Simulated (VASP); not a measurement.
# InP (Fm-3m) in VASP: further runs

The runs below take InP through single point, with PBEsol.

Everything below comes from runs of VASP 6.6.1. Logs are shortened: lines on timing, memory, paths and dates and some standing lists are left out, and cuts for length are marked.

**1. The crystal as given**

The structure is cubic, space group Fm-3m (No. 225). Conventional cell: a = 5.538 Å, b = 5.538 Å, c = 5.538 Å, α = 90.00°, β = 90.00°, γ = 90.00°. In (site symmetry m-3m) is surrounded by 6 P at 2.77 Å. P (site symmetry m-3m) has 6 In at 2.77 Å as nearest neighbours.

Measurements of this composition are mostly on another form, of space group No. 216.

**2. Single point, PBEsol**

Input file INCAR:

```
SYSTEM = InP
PREC = Accurate ; ENCUT = 500
EDIFF = 1E-6 ; ISMEAR = 0
SIGMA = 0.05 ; LREAL = .FALSE.
LASPH = .TRUE. ; NELM = 100
ALGO = Normal ; ISIF = 2
LWAVE = .FALSE. ; LCHARG = .FALSE.
GGA = PS ; ADDGRID = .FALSE.
```

Input file KPOINTS:

```
regular mesh
0
G
  12 12 12
  0 0 0
```

Input file POSCAR:

```
InP
1.0
    0.0000000000      2.7688340000      2.7688340000
    2.7688340000      0.0000000000      2.7688340000
    2.7688340000      2.7688340000      0.0000000000
In P
1 1
Direct
    0.0000000000      0.0000000000      0.0000000000
    0.5000000000      0.5000000000      0.5000000000
```

Potentials or basis: VASP PAW PBE potentials, release 64 (In_d, P).

On the command line:

```
cat potpaw_PBE.64/In_d/POTCAR potpaw_PBE.64/P/POTCAR > POTCAR
mpirun -np 1 vasp_std > vasp.out
```

OUTCAR:

```text
SYSTEM = InP
   PREC = Accurate
   ENCUT = 500
   EDIFF = 1E-6
   ISMEAR = 0
   LREAL = .FALSE.
   LASPH = .TRUE.
   NELM = 100
   ISIF = 2
   GGA = PS

 Found     72 irreducible k-points:

 Following reciprocal coordinates:
            Coordinates               Weight
  0.000000  0.000000  0.000000      1.000000
  0.083333  0.000000  0.000000      8.000000
  0.166667  0.000000  0.000000      8.000000
  0.250000  0.000000  0.000000      8.000000
  0.333333  0.000000  0.000000      8.000000
  0.416667  0.000000  0.000000      8.000000
   k-points           NKPTS =     72   k-points in BZ     NKDIM =     72   number of bands    NBANDS=     13
   number of dos      NEDOS =    301   number of ions     NIONS =      2
   total plane-waves  NPLWV =  27000
   dimension x,y,z NGX =    30 NGY =   30 NGZ =   30
   dimension x,y,z NGXF=    60 NGYF=   60 NGZF=   60
   ions per type =               1   1
   NGX,Y,Z   is equivalent  to a cutoff of  12.74, 12.74, 12.74 a.u.
   NGXF,Y,Z  is equivalent  to a cutoff of  25.47, 25.47, 25.47 a.u.
 SYSTEM =  InP
   PREC   = accura    normal or accurate (medium, high low for compatibility)
   ISTART =      0    job   : 0-new  1-cont  2-samecut
   ICHARG =      2    charge: 1-file 2-atom 10-const
   ISPIN  =      1    spin polarized calculation?
   LNONCOLLINEAR =      F non collinear calculations
   LSORBIT =      F    spin-orbit coupling
   LASPH  =      T    aspherical Exc in radial PAW
   ENCUT  =  500.0 eV  36.75 Ry    6.06 a.u.   7.14  7.14  7.14*2*pi/ulx,y,z
   NELM   =    100;   NELMIN=  2; NELMDL= -5     # of ELM steps
   EDIFF  = 0.1E-05   stopping-criterion for ELM
   LREAL  =      F    real-space projection
   EDIFFG = 0.1E-04   stopping-criterion for IOM
   NSW    =      0    number of steps for IOM
   IBRION =     -1    ionic relax: 0-MD 1-quasi-New 2-CG
   NFREE  =      0    steps in history (QN), initial steepest desc. (CG)
   ISIF   =      2    stress and relaxation
   ISYM   =      2    0-nonsym 1-usesym 2-fastsym
   POTIM  = 0.5000    time-step for ionic-motion
   TEBEG  =    0.0;   TEEND  =   0.0 temperature during run
   PSTRESS=    0.0 pullay stress
   NELECT =      18.0000    total number of electrons
   NUPDOWN=      -1.0000    fix difference up-down
   EMIN   =  10.00;   EMAX   =-10.00  energy-range for DOS
   EFERMI =   0.00;   METHOD = LEGACY
   ISMEAR =     0;   SIGMA  =   0.05  broadening in eV -4-tet -1-fermi 0-gaus
   EFERMI_NEDOS =   21; number of points for ismear=-14 and -15
   IALGO  =     38    algorithm
   IMIX   =      4    mixing-type and parameters
     AMIX     =   0.40;   BMIX     =  1.00
     AMIX_MAG =   1.60;   BMIX_MAG =  1.00
  volume/ion in A,a.u.               =      21.23       143.25
  Fermi-wavevector in a.u.,A,eV,Ry     =   1.229869  2.324115 20.579860  1.512577
  Thomas-Fermi vector in A             =   2.364739
   LORBIT       =      0    0 simple, 1 ext, 2 COOP (PROOUT), +10 PAW based schemes
   GGA     = PS    functional components
   LHFCALC =     F    Hartree Fock is set to
   AEXX    =    0.0000 exact exchange contribution
   IVDW    =     0    specifies the selected vdW correction
   LEPSILON=     F    determine dielectric tensor
   LRPA    =     F    only Hartree local field effects (RPA)
 non-spin polarized calculation
 Gauss-broadening in eV      SIGMA  =   0.05
  energy-cutoff  :      500.00
  volume of cell :       42.45
 maximum number of plane-waves:      1090
 NGX is ok and might be reduce to    30
   NGX = 15   NGY = 15   NGZ = 15

 number of electron      18.0000009 magnetization

 Free energy of the ion-electron system (eV)
  ---------------------------------------------------
  ext. energy  EPLUGINS =         0.00000000
  ---------------------------------------------------
  free energy    TOTEN  =        -8.77471314 eV

  energy without entropy =       -8.77378637  energy(sigma->0) =       -8.77424976

 E-fermi :   6.9405     XC(G=0): -10.5521

 val. band max:        6.9286452368   @ k =   0.3333   0.0000   0.0000
 cond. band min:       6.9821349811   @ k =  -0.4167   0.4167   0.0833
 fundamental gap:      0.0534897443
 Fermi energy:         6.9404642370

 k-point     1 :       0.0000    0.0000    0.0000
  band No.  band energies     occupation
      1      -7.2273      2.00000
      2      -7.2273      2.00000
      3      -7.2062      2.00000
      4      -7.2062      2.00000
      5      -7.2062      2.00000
      6      -5.0946      2.00000
      7       6.6655      2.00000
      8       6.6655      2.00000
      9       6.6655      2.00000
     10       7.4019      0.00000
     11      13.9914      0.00000
     12      13.9914      0.00000
     13      13.9914      0.00000

 k-point     2 :       0.0833    0.0000    0.0000
  band No.  band energies     occupation
      1      -7.2305      2.00000
      2      -7.2305      2.00000
      3      -7.2064      2.00000
      4      -7.2017      2.00000
      5      -7.2017      2.00000
      6      -5.0074      2.00000
      7       5.6222      2.00000
      8       6.6795      2.00000
      9       6.6795      2.00000
     10       8.3124      0.00000
     11      13.4028      0.00000
     12      13.8808      0.00000
     13      13.8808      0.00000

 k-point     3 :       0.1667    0.0000    0.0000
  band No.  band energies     occupation
      1      -7.2414      2.00000
      2      -7.2414      2.00000
      3      -7.2075      2.00000
      4      -7.1871      2.00000
      5      -7.1871      2.00000
      6      -4.7490      2.00000
      7       4.2451      2.00000
      8       6.7254      2.00000
      9       6.7254      2.00000
     10       9.2204      0.00000
     11      12.6711      0.00000
     12      12.9555      0.00000
     13      12.9555      0.00000

 k-point     4 :       0.2500    0.0000    0.0000
  band No.  band energies     occupation
      1      -7.2574      2.00000
      2      -7.2574      2.00000
      3      -7.2101      2.00000
      4      -7.1658      2.00000
      5      -7.1658      2.00000
      6      -4.3329      2.00000
      7       2.8852      2.00000
      8       6.8101      1.99977
      9       6.8101      1.99977
     10       9.6209      0.00000
     11      11.9126      0.00000
     12      11.9126      0.00000
     13      12.3025      0.00000

 k-point     5 :       0.3333    0.0000    0.0000
  band No.  band energies     occupation
      1      -7.2737      2.00000
      2      -7.2737      2.00000
      3      -7.2138      2.00000
      4      -7.1441      2.00000
      5      -7.1441      2.00000
      6      -3.7981      2.00000
      7       1.6409      2.00000
      8       6.9286      1.26184
      9       6.9286      1.26184
     10       9.5651      0.00000
     11      11.0587      0.00000
     12      11.0587      0.00000
     13      12.1801      0.00000

 k-point     6 :       0.4167    0.0000    0.0000
  band No.  band energies     occupation
      1      -7.2856      2.00000
      2      -7.2856      2.00000
      3      -7.2170      2.00000
      4      -7.1280      2.00000
      5      -7.1280      2.00000
      6      -3.2545      2.00000
      7       0.6579      2.00000
      8       7.0472      0.00255
      9       7.0472      0.00255
     10       9.4020      0.00000
     11      10.4838      0.00000
     12      10.4838      0.00000
     13      12.1082      0.00000

 [... further k-points ...]

------------------------ aborting loop because EDIFF is reached ----------------------------------------

  FORCE on cell =-STRESS in cart. coord.  units (eV):
  Direction    XX          YY          ZZ          XY          YZ          ZX
  --------------------------------------------------------------------------------------
  -------------------------------------------------------------------------------------
  Total       -0.8991801     -0.8991801     -0.8991801      0.0000000      0.0000000     -0.0000000
  in kB      -33.9341130    -33.9341130    -33.9341130      0.0000000      0.0000000     -0.0000000
  external PRESSURE =     -33.9341130 kB  Pullay stress =       0.0000000 kB

 VOLUME and BASIS-vectors are now :
 -----------------------------------------------------------------------------
  energy-cutoff  :      500.00
  volume of cell :       42.45
      direct lattice vectors                 reciprocal lattice vectors
     0.000000000  2.768834000  2.768834000    -0.180581429  0.180581429  0.180581429
     2.768834000  0.000000000  2.768834000     0.180581429 -0.180581429  0.180581429
     2.768834000  2.768834000  0.000000000     0.180581429  0.180581429 -0.180581429

 POSITION                                       TOTAL-FORCE (eV/Angst)
 -----------------------------------------------------------------------------------
      0.00000      0.00000      0.00000        -0.000000      0.000000     -0.000000
      2.76883      2.76883      2.76883         0.000000     -0.000000      0.000000
 -----------------------------------------------------------------------------------
    total drift:                               -0.000000      0.000000      0.000000

  FREE ENERGIE OF THE ION-ELECTRON SYSTEM (eV)
  ---------------------------------------------------
  free  energy   TOTEN  =        -8.7747131421 eV

  energy  without entropy=       -8.7737863713  energy(sigma->0) =       -8.77424976
```

Run time: 34 s. Hardware: 1 thread of Intel Xeon Platinum 8488C (Sapphire Rapids), shared host; peak memory 0.18 GiB.

These settings aren't checked as converged: the numbers below hold their error.

Results:

* Free energy: -8.7747 eV
* Pressure: -3.4 GPa
* Band gap on the k mesh: none (metal or under the smearing width)

Caveat: the PAW data sets were made with another functional, which shifts forces and pressure a little.

**3. Single point, PBEsol**

Edit INCAR of step 2 so:

```diff
@@ -1,3 +1,3 @@
 SYSTEM = InP
-PREC = Accurate ; ENCUT = 500
+PREC = Accurate ; ENCUT = 600
 EDIFF = 1E-6 ; ISMEAR = 0
```

KPOINTS is that of step 2.

POSCAR is that of step 2.

Potentials or basis: VASP PAW PBE potentials, release 64 (In_d, P).

On the command line:

```
cat potpaw_PBE.64/In_d/POTCAR potpaw_PBE.64/P/POTCAR > POTCAR
mpirun -np 1 vasp_std > vasp.out
```

It took 50 s on 1 thread of Intel Xeon Platinum 8488C (Sapphire Rapids), shared host; peak memory 0.2 GiB.

The run converged, but some of its settings lie outside the range that counts as converged, so its numbers aren't taken as properties of the crystal.

Results:

```yaml
Free_energy: -8.7752 eV
Pressure: -3.4 GPa
Band_gap_on_the_k_mesh: none (metal or under the smearing width)
```

Caveat: the PAW data sets were made with another functional, which shifts forces and pressure a little.

**4. Single point, PBEsol**

Edit INCAR of step 3 so:

```diff
@@ -1,3 +1,3 @@
 SYSTEM = InP
-PREC = Accurate ; ENCUT = 600
+PREC = Accurate ; ENCUT = 900
 EDIFF = 1E-6 ; ISMEAR = 0
```

Input file KPOINTS:

```
regular mesh
0
G
  10 10 10
  0 0 0
```

POSCAR is that of step 3.

On the command line:

```
cat potpaw_PBE.64/In_d/POTCAR potpaw_PBE.64/P/POTCAR > POTCAR
mpirun -np 1 vasp_std > vasp.out
```

Wall time 72 s (1 thread of Intel Xeon Platinum 8488C (Sapphire Rapids), shared host); peak memory 0.27 GiB.

These settings aren't checked as converged: the numbers below hold their error.

What came out:

```yaml
Free_energy: -8.7877 eV
Pressure: -3.2 GPa
Band_gap_on_the_k_mesh: none (metal or under the smearing width)
```

Caveat: the PAW data sets were made with another functional, which shifts forces and pressure a little.

**5. The reference run**

An earlier run on the cell as given: functional PBE; potentials or basis VASP PAW PBE potentials, release 64 (In_d, P); cutoff 520 eV; k mesh 8 × 8 × 8; occupations fermi-dirac, width 0.05 eV; no spin polarisation.

- Pressure: -0.1 GPa
- Band gap on the k mesh: none (metal or under the smearing width)
